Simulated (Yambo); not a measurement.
# GaP (F-43m) in Yambo: a series of runs

The runs below take GaP through optical spectrum, Hartree-Fock levels, G0W0 quasiparticle levels, with PBEsol.

Everything below comes from runs of Yambo 5.3.0. Logs are shortened: lines on timing, memory, paths and dates and some standing lists are left out, and cuts for length are marked.

**The experiment to reproduce.**

From “Stacking defects in GaP nanowires: Electronic structure and optical properties”, 2018, arxiv:1810.01194, for a bulk crystal of GaP at 10 K: band gap 2.34 eV (indirect).

The results are compared with them further down.

### 1 The crystal as given

Symmetry: F-43m, No. 216, cubic system. The conventional cell has a = 5.451 Å, b = 5.451 Å, c = 5.451 Å, α = 90.00°, β = 90.00°, γ = 90.00°. Ga (site symmetry -43m) is surrounded by 4 P at 2.36 Å. P (site symmetry -43m) has 4 Ga at 2.36 Å as nearest neighbours.

### 2 Optical spectrum, PBEsol

optics3.in reads:

```
optics
chi
Chimod= "IP"
% BndsRnXd
 1 | 24 |
%
% LongDrXd
 1 | 1 | 1 |
%
% QpntsRXd
 1 | 1 |
%
% EnRngeXd
 0 | 20 | eV
%
% DmRngeXd
 0.3 | 0.3 | eV
%
ETStpsXd= 300
```

scf.in reads:

```
&CONTROL
  calculation = 'scf'
  prefix = 'pwscf'
  outdir = './tmp'
  pseudo_dir = './pseudo'
/
&SYSTEM
  ibrav = 0
  nat = 2
  ntyp = 2
  ecutwfc = 80
  nbnd = 15
  occupations = 'smearing'
  smearing = 'fd'
  degauss = 0.00367493
  force_symmorphic = .true.
/
&ELECTRONS
  conv_thr = 4d-10
  electron_maxstep = 120
  mixing_beta = 0.5
/
ATOMIC_SPECIES
Ga    69.7230 Ga.upf
P     30.9738 P.upf
CELL_PARAMETERS angstrom
   0.0000000000    2.7252500000    2.7252500000
   2.7252500000    0.0000000000    2.7252500000
   2.7252500000    2.7252500000    0.0000000000
ATOMIC_POSITIONS angstrom
Ga     0.0000000000    0.0000000000    0.0000000000
P      4.0878750000    4.0878750000    4.0878750000
K_POINTS automatic
20 20 20 0 0 0
```

nscf.in reads:

```
&CONTROL
  calculation = 'nscf'
  prefix = 'pwscf'
  outdir = './tmp'
  pseudo_dir = './pseudo'
/
&SYSTEM
  ibrav = 0
  nat = 2
  ntyp = 2
  ecutwfc = 80
  nbnd = 39
  occupations = 'fixed'
  force_symmorphic = .true.
/
&ELECTRONS
  conv_thr = 1d-08
  diago_full_acc = .true.
  diago_thr_init = 1d-06
/
ATOMIC_SPECIES
Ga    69.7230 Ga.upf
P     30.9738 P.upf
CELL_PARAMETERS angstrom
   0.0000000000    2.7252500000    2.7252500000
   2.7252500000    0.0000000000    2.7252500000
   2.7252500000    2.7252500000    0.0000000000
ATOMIC_POSITIONS angstrom
Ga     0.0000000000    0.0000000000    0.0000000000
P      4.0878750000    4.0878750000    4.0878750000
K_POINTS automatic
20 20 20 0 0 0
```

Potentials or basis: PseudoDojo 0.4.1 SR PBEsol standard.

Command:

```sh
$ OMP_NUM_THREADS=1 pw.x -in scf.in > scf.out
$ OMP_NUM_THREADS=1 pw.x -in nscf.in > nscf.out
$ cd tmp/pwscf.save; p2y; mv SAVE ../..; cd ../..
$ OMP_NUM_THREADS=1 yambo
$ OMP_NUM_THREADS=1 yambo -F optics3.in -J optics3 -C optics3_out
```

Yambo's report:

```text
[... sections 02.01 to 02.04 as in the set-up run ...]

  [02.05] Energies & Occupations
  ==============================

  [X] === General ===
  [X] Electronic Temperature                        :  0.000000  0.000000 [eV K]
  [X] Bosonic    Temperature                        :  0.000000  0.000000 [eV K]
  [X] Finite Temperature mode                       : no
  [X] El. density                                   :  0.44466E+24 [cm-3]
  [X] Fermi Level                                   :  7.519301 [eV]

  [X] === Gaps and Widths ===
  [X] Conduction Band Min                           :  1.477485 [eV]
  [X] Valence Band Max                              :  0.000000 [eV]
  [X] Filled Bands                                  :   9
  [X] Empty Bands                                   :   10   39
  [X] Direct Gap                                    :  1.736297 [eV]
  [X] Direct Gap localized at k                     :  1
  [X] Indirect Gap                                  :  1.477485 [eV]
  [X] Indirect Gap between kpts                     :    1  108
  [X] Last valence band width                       :  3.472040 [eV]
  [X] 1st conduction band width                     :  3.123746 [eV]

 [03] Transferred momenta grid and indexing
 ==========================================

 IBZ Q-points                                      :  256
 BZ  Q-points                                      :   8000

 K/Q-points units:
 rlu = crystal or reduced units; cc = cartesian coordinates; iku = interal k-units

 Q [  1]        [rlu]:  0.000000  0.000000  0.000000
 Q [  2]        [rlu]:  0.72394E-17  0.30051E-18  0.50000E-01
 Q [  3]        [rlu]:  0.14479E-16  0.60102E-18  0.10000
 Q [  4]        [rlu]: -0.25121E-17 -0.25121E-17  0.15000
 Q [  5]        [rlu]: -0.38038E-17 -0.17682E-16  0.20000
 Q [  6]        [rlu]: -0.25926E-17 -0.25926E-17  0.25000
[... 42 lines left out ...]
 Q [ 49]        [rlu]: -0.12917E-17  0.15000      0.20000
 Q [ 50]        [rlu]: -0.19019E-17  0.15000      0.25000

 Remaining 206 points informations can be written running with -fatlog

 [WARNING] [Xd] User bands 1-24 break level degeneracy

 [04] Dipoles
 ============

  [04.01] Setup: observables and procedures
  =========================================

  [WF-Oscillators/G space/Transverse up loader] Normalization (few states)  min/max  :  0.14305E-16   1.0000

  [WR./optics3//ndb.dipoles]------------------------------------------------------
   Brillouin Zone Q/K grids (IBZ/BZ)                :    256   8000    256   8000
   RL vectors                                       :   4279 [WF]
   Fragmentation                                    : yes
   Electronic Temperature                           :  0.000000 [K]
   Bosonic    Temperature                           :  0.000000 [K]
   DIP band range                                   :   1  24
   DIP band range limits                            :   9  10
   DIP e/h energy range                             : -1.000000 -1.000000 [eV]
   RL vectors in the sum                            :   4279
   [r,Vnl] included                                 : yes
   Bands ordered                                    : yes
[... 7 lines left out ...]
  [WARNING] In case H contains other non local terms, these are neglected

 [05] Optics
 ===========

 [X-CG] R(p) Tot o/o(of R):    25606  1080000      100
```

Run time: 4 min. Hardware: 1 thread of AMD EPYC 9R45 (Zen 5), shared host; peak memory 0.44 GiB.

Results:

```
Band gap on the k mesh, mean-field level       : 1.48 eV, indirect (least direct gap 1.74 eV)
Absorption peak                                : 4.41 eV
Electronic dielectric constant along the field : 11.21
```

Dielectric function (along the field direction of the input):
```
energy (eV)  real part  imaginary part
       0.27      11.25            0.75
       0.94      11.79            0.90
       1.61      13.20            1.49
       2.27      15.73            3.70
       2.94      15.70           10.11
       3.61      13.73           12.89
       4.35       5.93           22.17
       5.02      -3.08           13.90
       5.69      -4.59           11.16
       6.35      -5.00            7.60
       7.02      -4.58            4.78
       7.69      -3.64            3.63
       8.43      -2.65            2.77
       9.10      -2.51            2.19
       9.77      -2.03            1.75
      10.43      -1.76            1.34
      11.10      -1.40            1.04
      11.77      -1.12            0.81
      12.51      -0.85            0.66
      13.18      -0.65            0.53
      13.85      -0.46            0.45
      14.52      -0.30            0.37
      15.18      -0.15            0.31
      15.85       0.01            0.28
      16.59       0.13            0.31
      17.26       0.20            0.32
      17.93       0.25            0.29
      18.60       0.33            0.32
      19.26       0.31            0.34
      20.00       0.35            0.31
```

Caveat: independent-particle spectra lack excitons.

### 3 Optical spectrum, PBEsol

optics4.in reads:

```
optics
chi
Chimod= "HARTREE"
% BndsRnXd
 1 | 24 |
%
NGsBlkXd= 1 Ry
% LongDrXd
 1 | 1 | 0 |
%
% QpntsRXd
 1 | 1 |
%
% EnRngeXd
 0 | 30 | eV
%
% DmRngeXd
 0.3 | 0.3 | eV
%
ETStpsXd= 150
```

scf.in is that of step 2.

nscf.in is that of step 2.

Potentials or basis: PseudoDojo 0.4.1 SR PBEsol standard.

Command:

```sh
$ OMP_NUM_THREADS=1 pw.x -in scf.in > scf.out
$ OMP_NUM_THREADS=1 pw.x -in nscf.in > nscf.out
$ cd tmp/pwscf.save; p2y; mv SAVE ../..; cd ../..
$ OMP_NUM_THREADS=1 yambo
$ OMP_NUM_THREADS=1 yambo -F optics4.in -J optics4 -C optics4_out
```

Yambo's report:

```text
[... sections 02.01 to 02.04 as in the set-up run ...]

  [02.05] Energies & Occupations
  ==============================

  [X] === General ===
  [X] Electronic Temperature                        :  0.000000  0.000000 [eV K]
  [X] Bosonic    Temperature                        :  0.000000  0.000000 [eV K]
  [X] Finite Temperature mode                       : no
  [X] El. density                                   :  0.44466E+24 [cm-3]
  [X] Fermi Level                                   :  7.519301 [eV]

  [X] === Gaps and Widths ===
  [X] Conduction Band Min                           :  1.477485 [eV]
  [X] Valence Band Max                              :  0.000000 [eV]
  [X] Filled Bands                                  :   9
  [X] Empty Bands                                   :   10   39
  [X] Direct Gap                                    :  1.736297 [eV]
  [X] Direct Gap localized at k                     :  1
  [X] Indirect Gap                                  :  1.477485 [eV]
  [X] Indirect Gap between kpts                     :    1  108
  [X] Last valence band width                       :  3.472040 [eV]
  [X] 1st conduction band width                     :  3.123746 [eV]

 [03] Transferred momenta grid and indexing
 ==========================================

 IBZ Q-points                                      :  256
 BZ  Q-points                                      :   8000

 K/Q-points units:
 rlu = crystal or reduced units; cc = cartesian coordinates; iku = interal k-units

 Q [  1]        [rlu]:  0.000000  0.000000  0.000000
 Q [  2]        [rlu]:  0.72394E-17  0.30051E-18  0.50000E-01
 Q [  3]        [rlu]:  0.14479E-16  0.60102E-18  0.10000
 Q [  4]        [rlu]: -0.25121E-17 -0.25121E-17  0.15000
 Q [  5]        [rlu]: -0.38038E-17 -0.17682E-16  0.20000
 Q [  6]        [rlu]: -0.25926E-17 -0.25926E-17  0.25000
[... 42 lines left out ...]
 Q [ 49]        [rlu]: -0.12917E-17  0.15000      0.20000
 Q [ 50]        [rlu]: -0.19019E-17  0.15000      0.25000

 Remaining 206 points informations can be written running with -fatlog

 [WARNING] [Xd] User bands 1-24 break level degeneracy

 [04] Dipoles
 ============

  [04.01] Setup: observables and procedures
  =========================================

  [WF-Oscillators/G space/Transverse up loader] Normalization (few states)  min/max  :  0.14305E-16   1.0000

  [WR./optics4//ndb.dipoles]------------------------------------------------------
   Brillouin Zone Q/K grids (IBZ/BZ)                :    256   8000    256   8000
   RL vectors                                       :   4279 [WF]
   Fragmentation                                    : yes
   Electronic Temperature                           :  0.000000 [K]
   Bosonic    Temperature                           :  0.000000 [K]
   DIP band range                                   :   1  24
   DIP band range limits                            :   9  10
   DIP e/h energy range                             : -1.000000 -1.000000 [eV]
   RL vectors in the sum                            :   4279
   [r,Vnl] included                                 : yes
   Bands ordered                                    : yes
[... 7 lines left out ...]
  [WARNING] In case H contains other non local terms, these are neglected

 [05] Optics
 ===========

 [X-CG] R(p) Tot o/o(of R):    25606  1080000      100
```

o-optics4.eel_q1_inv_rpa_dyson:

```text
# Electron Energy Loss @ Q(1):  0.707106781     0.707106781      0.00000000    [q->0 direction]
#
# [ X ] Hartree size                              :   9
# [GEN] GF Energies                               : Perdew, Burke & Ernzerhof SOL(X)+Perdew, Burke & Ernzerhof SOL(C)
# [GEN] Green`s Function                          : T-ordered
#
# [GEN] Gauge                                     : Length
# [GEN] [r,Vnl] included                          : yes
#
#    E[1] [eV]          Im(eel)            Re(eel)            Im(eel_o)          Re(eel_o)
#
        0.000000           0.006169          -0.095069           0.005815          -0.088862
        0.201342           0.006199          -0.094845           0.005842          -0.088657
        0.402685           0.006292          -0.094169           0.005922          -0.088040
        0.604027           0.006452          -0.093032           0.006061          -0.087002
        0.805369           0.006691          -0.091414           0.006268          -0.085528
        1.006711           0.007031          -0.089286           0.006561          -0.083591
[... 142 lines left out ...]
        29.79866           0.359511          -1.405612           0.309348          -1.463888
        30.00000           0.349565          -1.393693           0.303617          -1.451088
#
```

It took 4.1 min on 1 thread of AMD EPYC 9R45 (Zen 5), shared host; peak memory 1.7 GiB.

Results:

| Quantity | Value |
| --- | --- |
| Band gap on the k mesh, mean-field level | 1.48 eV, indirect (least direct gap 1.74 eV) |
| Absorption peak | 4.43 eV |
| Electronic dielectric constant along the field | 10.47 |
| Electronic dielectric constant along the field, independent particles | 11.21 |
| Peak of the energy-loss function | 15.7 eV |

Dielectric function (along the field direction of the input):
| energy (eV) | real part | imaginary part |
| --- | --- | --- |
| 0.40 | 10.57 | 0.71 |
| 1.01 | 11.13 | 0.88 |
| 1.61 | 12.41 | 1.45 |
| 2.42 | 15.43 | 4.72 |
| 3.02 | 13.80 | 10.71 |
| 3.62 | 11.43 | 12.13 |
| 4.43 | 3.44 | 19.26 |
| 5.03 | -2.88 | 11.96 |
| 5.64 | -3.46 | 9.66 |
| 6.44 | -3.84 | 6.55 |
| 7.05 | -3.72 | 4.44 |
| 7.65 | -2.96 | 3.47 |
| 8.46 | -2.01 | 2.47 |
| 9.06 | -1.88 | 2.21 |
| 9.66 | -1.55 | 1.79 |
| 10.47 | -1.33 | 1.45 |
| 11.07 | -1.11 | 1.17 |
| 11.68 | -0.94 | 0.96 |
| 12.48 | -0.66 | 0.76 |
| 13.09 | -0.51 | 0.65 |
| 13.69 | -0.34 | 0.56 |
| 14.50 | -0.18 | 0.47 |
| 15.10 | -0.07 | 0.42 |
| 15.70 | 0.04 | 0.36 |
| 16.51 | 0.20 | 0.37 |
| 17.11 | 0.25 | 0.37 |
| 17.72 | 0.29 | 0.38 |
| 18.52 | 0.36 | 0.38 |
| 19.13 | 0.35 | 0.39 |
| 19.93 | 0.38 | 0.34 |

Energy-loss function:
```tsv
energy (eV)	loss
0.0	0.006
1.2	0.008
2.6	0.023
3.8	0.043
5.2	0.085
6.4	0.114
7.9	0.175
9.1	0.262
10.5	0.374
11.7	0.531
13.1	0.957
14.3	1.670
15.7	2.747
16.9	1.907
18.3	1.413
19.5	1.414
20.9	1.161
22.1	0.816
23.6	0.639
24.8	0.572
26.2	0.446
27.4	0.409
28.8	0.423
30.0	0.350
```

Caveat: these spectra lack excitons.

(Continued in part 2 of 2.)
